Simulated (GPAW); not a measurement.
# Ta (P6_3/mmc) in GPAW: convergence with convergence criteria

Aim: find how far convergence criteria must go before the results for Ta settle, at PBE. This setting moves, with any that are tied to it; all else stays.

Program: GPAW 26.7.0. These are calculated values, not measurements. Logs are shortened: lines on timing, memory, paths and dates and some standing lists are left out, and cuts for length are marked. The log counts tension as positive stress, the text compression.

### Step 1. The crystal as given

The structure is hexagonal, space group P6_3/mmc (No. 194). The conventional cell has a = 2.900 Å, b = 2.900 Å, c = 5.166 Å, α = 90.00°, β = 90.00°, γ = 120.00°. Ta (site symmetry -6m2) is surrounded by 12 Ta at 2.90 to 3.08 Å.

This isn't the form of Ta at room conditions, which is bcc.

### Step 2. With convergence criteria density=0.001 energy=0.01 eigenstates=0.0001

Contents of run.py:

```python
from ase.dft.bandgap import bandgap
from ase.io import read, write
from ase.units import GPa
from gpaw import GPAW, PW

atoms = read('POSCAR')

calc = GPAW(mode=PW(600),
            xc='PBE',
            kpts={'size': (8, 8, 4), 'gamma': True},
            occupations={'name': 'fermi-dirac', 'width': 0.05},
            nbands=26,
            convergence={'density': 0.001, 'energy': 0.01, 'eigenstates': 0.0001},
            maxiter=100,
            txt='gpaw.txt')
atoms.calc = calc
energy = atoms.get_potential_energy()
forces = atoms.get_forces()
stress = atoms.get_stress()
calc.write('gs.gpw')
write('result.traj', atoms)
print(f'Energy: {energy:.6f} eV')
print('Forces (eV/A):')
print(forces.round(4))
print('Stress (GPa):', (stress / GPa).round(3))
print('Fermi level:', round(calc.get_fermi_level(), 4), 'eV')
print(f'Gap: {bandgap(calc)[0]:.4f} eV, direct: {bandgap(calc, direct=True)[0]:.4f} eV')
```

Contents of POSCAR:

```
Ta
1.0
    2.9003720726      0.0000000000      0.0000000000
   -1.4501860363      2.5117958953      0.0000000000
    0.0000000000      0.0000000000      5.1662740000
Ta
2
Direct
    0.3333333333      0.6666666667      0.2500000000
    0.6666666667      0.3333333333      0.7500000000
```

Potentials or basis: GPAW PAW data sets (gpaw-data 1.2.1), pw.

The run is started by

```
> OMP_NUM_THREADS=1 python run.py
```

gpaw.txt:

```text
__  _  _
 | _ |_)|_||  |
 |__||  | ||/\| - 26.7.0

Input parameters:
  mode=PW(ecut=600.0),
  convergence={'density': 0.001, 'energy': 0.01, 'eigenstates': 0.0001},
  kpts=MonkhorstPack(size=(8, 8, 4), gamma=True),
  maxiter=100,
  nbands=26,
  occupations=Occupations(name='fermi-dirac', width=0.05),
  xc=XC(name='PBE')

Diagonalizing LCAO Hamiltonian
Converting LCAO to pw mode

          Ta

        Ta

Atoms  # Å, Bohr magnetons
|   | symbol |         x |        y |        z |    initial magnetic moments |
|---|--------|-----------|----------|----------|-----------------------------|
| 0 |     Ta | -0.000000 | 1.674531 | 1.291568 | ( 0.0000,  0.0000,  0.0000) |
| 1 |     Ta |  1.450186 | 0.837265 | 3.874705 | ( 0.0000,  0.0000,  0.0000) |

Unit cell  # Å
| periodic |         x |        y |        z |  lengths |     angles |
|----------|-----------|----------|----------|----------|------------|
|      yes |  2.900372 | 0.000000 | 0.000000 | 2.900372 |  90.000000 |
|      yes | -1.450186 | 2.511796 | 0.000000 | 2.900372 |  90.000000 |
|      yes |  0.000000 | 0.000000 | 5.166274 | 5.166274 | 120.000000 |

Number of symmetries: 12
Symmetry operations  # r_c * U_cc + t_c -> r_c
|    | kind |            matrix            |
|----|------|------------------------------|
|  0 |  σ   |  1, 1, 0,  0,-1, 0,  0, 0, 1 |
|  1 |  S6  |  1, 1, 0, -1, 0, 0,  0, 0,-1 |
|  2 |  E   |  1, 0, 0,  0, 1, 0,  0, 0, 1 |
|  3 |  C2  |  1, 0, 0, -1,-1, 0,  0, 0,-1 |
|  4 |  C2  |  0, 1, 0,  1, 0, 0,  0, 0,-1 |
|  5 |  C3  |  0, 1, 0, -1,-1, 0,  0, 0, 1 |
|  6 |  S6  |  0,-1, 0,  1, 1, 0,  0, 0,-1 |
|  7 |  σ   |  0,-1, 0, -1, 0, 0,  0, 0, 1 |
|  8 |  σ   | -1, 0, 0,  1, 1, 0,  0, 0, 1 |
|  9 |  i   | -1, 0, 0,  0,-1, 0,  0, 0,-1 |
| 10 |  C3  | -1,-1, 0,  1, 0, 0,  0, 0, 1 |
| 11 |  C2  | -1,-1, 0,  0, 1, 0,  0, 0,-1 |

BZ-sampling:
  Number of BZ points: 256
  Number of IBZ points: 35

  Monkhorst-Pack size: [8, 8, 4]
  Monkhorst-Pack shift: [0.0625, 0.0625, 0.125]

K-points  # in reciprocal-cell coordinates
|     |                                coordinates |     weight |
|-----|--------------------------------------------|------------|
|   0 | (  0.00000000,   0.00000000,   0.00000000) | 0.00390625 |
|   1 | (  0.00000000,   0.00000000,   0.25000000) | 0.00781250 |
|   2 | (  0.00000000,   0.00000000,   0.50000000) | 0.00390625 |
|   3 | (  0.12500000,   0.00000000,  -0.25000000) | 0.02343750 |
|   4 | (  0.12500000,   0.00000000,   0.00000000) | 0.02343750 |
|   5 | (  0.12500000,   0.00000000,   0.25000000) | 0.02343750 |
|   6 | (  0.12500000,   0.00000000,   0.50000000) | 0.02343750 |
|   7 | (  0.25000000,  -0.12500000,   0.00000000) | 0.02343750 |
|   8 | (  0.25000000,  -0.12500000,   0.25000000) | 0.04687500 |
|   9 | (  0.25000000,  -0.12500000,   0.50000000) | 0.02343750 |
| ... |                                            |            |
|  34 | (  0.50000000,   0.50000000,   0.50000000) | 0.01171875 |

Plane wave coefficients: 1275
Cutoff: 600.0 eV

Spin-components: 1 (collinear spins)
Bands:           26
Projectors:      12
Spin-degeneracy: 2
Datatype:        complex128

Parallelization:
  kpt:    1
  domain: 1
  band:   1

Density:
  Valence electrons: 26.0
  Components: 1
  Grid points: [18 18 30]
  Charge: 0.0  # |e|

Potential:
  Grid points: [18 18 30]

species:
  Ta:
    name:    Tantalum
    Z:       73.0
    valence: 13
    core:    60
    charge:  0.0  # [|e|]
    compensation charges:
      type: gauss
      rc: 0.42  # [Å]
      lmax: 2
    cutoffs:
      filter: 2.36  # [Å]
      core: 3.45  # [Å]
    projectors
    | kind |    occ | energy [eV] | rcut [Å] |
    |------|--------|-------------|----------|
    |   5s |  2.000 |     -72.790 |    1.365 |
    |   6s |  2.000 |      -5.429 |    1.365 |
    |   5p |  6.000 |     -39.427 |    1.349 |
    |   6p |  0.000 |      -1.396 |    1.349 |
    |   5d |  3.000 |      -3.603 |    1.307 |
    |    d |        |      23.609 |    1.307 |

    Using partial waves for Ta as LCAO basis

Reference energy: -848344.882802  # eV

eigensolver:
  PPCG
  Converge bands: occupied
  niter=2

density mixing:
  MSR1-Mixer
  Pratt-step length: 0.05
  Maximum mixing coefficient: 0.75
  Old densities: 10
  SVD Regularization: 0.005
  Good broyden scale: 1.0
  Trust region scale: 1.0
  Backstep threshold: 4.0
  History deletion threshold: 6.0
  Fourier metric: weight=20.0, sigma=0.015

occupation numbers:
  Fermi-Dirac:
    width: 0.0500  # eV

poisson solver:
  ecut: 4800.0  # eV

xc functional:
  name: PBE with 2 nearest neighbor stencil

convergence criteria:
- Maximum integral of absolute [dens]ity change: 0.001 electrons / valence electron
- Maximum [total energy] change in last 3 cyles: 0.01 eV / valence electron
- Maximum integral of absolute [eigenst]ate change: 0.0001 eV^2 / valence electron
maximum number of iterations: 100

SCF iterations
|iter     | |      energy | eigst |  dens |
|---------|-|-------------|-------|-------|
|iter:   1| |  -19.508458 | -0.08 |       |
|iter:   2| |  -19.459135 | -2.74 | -1.28 |
|iter:   3| |  -19.198779 | -1.76 | -1.31 |
|iter:   4| |  -19.205989 | -3.25 | -1.96 |
|iter:   5| |  -19.208428c| -4.26c| -2.34 |
|iter:   6| |  -19.208440c| -5.22c| -3.47c|

Converged in 6 steps
Energy contributions relative to reference atoms: (reference = -848344.882802)

Energy contributions:
  Kinetic:          12.221440
  Coulomb:         -13.849848
  Zero:             -0.484660
  External:          0.000000
  Xc:              -17.086883
  Entropy:          -0.016978
  Spinorbit:         0.000000
  ----------------------------
  Free energy:     -19.216929
  Extrapolated:    -19.208440

dipole moment: (-0.000002, -0.000003, -0.000007)  # |e|*Ang

Fermi level: 11.581
Eigenvalues  # (at kpt = [0.000, 0.000, 0.000])
| band index |      eig [eV] | occ [0-2] |
|------------|---------------|-----------|
|          0 |       -55.830 |     2.000 |
|        ... |               |           |
|          4 |       -22.052 |     2.000 |
|          5 |       -22.052 |     2.000 |
|          6 |       -21.971 |     2.000 |
|          7 |       -21.971 |     2.000 |
|          8 |         3.501 |     2.000 |
|          9 |         6.760 |     2.000 |
[... 8 lines left out ...]
|         18 |        16.715 |     0.000 |
|         19 |        16.715 |     0.000 |
|        ... |               |           |
|         25 |        32.245 |     0.000 |

No gap
No difference between direct/indirect transitions

Forces  # eV/Ang
|        x |       y |        z |
|----------|---------|----------|
| -0.00000 | 0.00000 | -0.00000 |  # Ta   0
|  0.00000 | 0.00000 |  0.00000 |  # Ta   1

Stress tensor  # eV/Ang^3
|        x |        y |        z |
|----------|----------|----------|
| 0.002583 | 0.000000 | 0.000000 |
| 0.000000 | 0.002583 | 0.000000 |
| 0.000000 | 0.000000 | 0.007420 |

# Writing to gs.gpw (mode='')
```

It took 16 s on 1 thread of Arm Neoverse V1, shared host; peak memory 0.16 GiB.

What came out:

- Free energy: -19.2169 eV
- Pressure: -0.7 GPa
- Band gap on the k mesh: none (metal or under the smearing width)

### Step 3. With convergence criteria default

Changes to run.py since step 2:

```diff
@@ -12,3 +12,2 @@
             nbands=26,
-            convergence={'density': 0.001, 'energy': 0.01, 'eigenstates': 0.0001},
             maxiter=100,
```

POSCAR is that of step 2.

Potentials or basis: GPAW PAW data sets (gpaw-data 1.2.1), pw.

The run is started by

```
> OMP_NUM_THREADS=1 python run.py
```

Run time: 20 s. Hardware: 1 thread of Arm Neoverse V1, shared host; peak memory 0.16 GiB.

The run converged. Its results:

| Quantity | Value |
| --- | --- |
| Free energy | -19.2169 eV |
| Pressure | -0.6 GPa |
| Band gap on the k mesh | none (metal or under the smearing width) |

### Step 4. With convergence criteria density=1e-05 energy=1e-05

Changes to run.py since step 3:

```diff
@@ -12,2 +12,3 @@
             nbands=26,
+            convergence={'density': 1e-05, 'energy': 1e-05},
             maxiter=100,
```

POSCAR is that of step 3.

The run is started by

```
> OMP_NUM_THREADS=1 python run.py
```

It took 22 s on 1 thread of Arm Neoverse V1, shared host; peak memory 0.16 GiB.

Results (log left out):

* Free energy: -19.2169 eV
* Pressure: -0.6 GPa
* Band gap on the k mesh: none (metal or under the smearing width)

### Step 5. With convergence criteria density=1e-05 forces=0.0001

Changes to run.py since step 4:

```diff
@@ -12,3 +12,3 @@
             nbands=26,
-            convergence={'density': 1e-05, 'energy': 1e-05},
+            convergence={'density': 1e-05, 'forces': 0.0001},
             maxiter=100,
```

POSCAR is that of step 4.

The run is started by

```
> OMP_NUM_THREADS=1 python run.py
```

Run time: 24 s. Hardware: 1 thread of Arm Neoverse V1, shared host; peak memory 0.16 GiB.

Results (log left out):

- Free energy: -19.2169 eV
- Pressure: -0.6 GPa
- Band gap on the k mesh: none (metal or under the smearing width)

### Step 6. With convergence criteria density=1e-06 energy=1e-06 eigenstates=1e-10

Changes to run.py since step 5:

```diff
@@ -12,3 +12,3 @@
             nbands=26,
-            convergence={'density': 1e-05, 'forces': 0.0001},
+            convergence={'density': 1e-06, 'energy': 1e-06, 'eigenstates': 1e-10},
             maxiter=100,
```

POSCAR is that of step 5.

Potentials or basis: GPAW PAW data sets (gpaw-data 1.2.1), pw.

The run is started by

```
> OMP_NUM_THREADS=1 python run.py
```

It took 26 s on 1 thread of Arm Neoverse V1, shared host; peak memory 0.16 GiB.

It converged, with:

```
Free energy            : -19.2169 eV
Pressure               : -0.6 GPa
Band gap on the k mesh : none (metal or under the smearing width)
```

### Step 7. The series at a glance

```csv
convergence criteria,"energy less the tightest run, at zero smearing (meV/atom)",pressure (GPa),SCF cycles,CPU time (s),peak memory (GiB)
density=0.001 energy=0.01 eigenstates=0.0001,0.00,-0.67,6,16,0.16
default,0.00,-0.63,7,20,0.16
density=1e-05 energy=1e-05,0.00,-0.62,9,22,0.16
density=1e-05 forces=0.0001,0.00,-0.62,10,24,0.16
density=1e-06 energy=1e-06 eigenstates=1e-10,0.00,-0.62,10,26,0.16
```

Against the tightest run, the energy stays within 1 meV/atom from density=0.001 energy=0.01 eigenstates=0.0001 on; the pressure stays within 0.1 GPa from density=0.001 energy=0.01 eigenstates=0.0001 on. The tightest run that finished is the yardstick and may itself not be fully converged.
